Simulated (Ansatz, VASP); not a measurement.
# Two plane-wave programs on GaP3

```
Ga P
1.0
     0.00000    3.35398    3.35398
     3.35398    0.00000    3.35398
     3.35398    3.35398    0.00000
Ga P
1 3
Cartesian
  0.0000 0.0000 0.0000
  1.6770 1.6770 1.6770
  5.0310 5.0310 5.0310
  3.3540 3.3540 3.3540
```

Alike in both runs: task single point; functional PBE; k mesh 12 × 12 × 12; occupations gaussian, width 0.1 eV; no spin polarisation.

|  | VASP | Ansatz |
| --- | --- | --- |
| version | VASP 6.6.1 | Ansatz 0.2.0 |
| potentials or method | VASP PAW PBE potentials, release 64 (Ga_d, P) | scalar-relativistic, plane waves, PAW |
| plane-wave cutoff (eV) | 520 | 420 |
| valence electrons in the cell | 28 | 28 |

```csv
,VASP,Ansatz,Ansatz less VASP
gap on the k mesh at the Fermi level (eV),none,none,-
pressure (GPa),-11.2,-11.2,+0.01
```

A gap of «none» marks a metal or a gap that the smearing closes. The functional is the same, so the differences come from potentials, cutoffs and numerics.
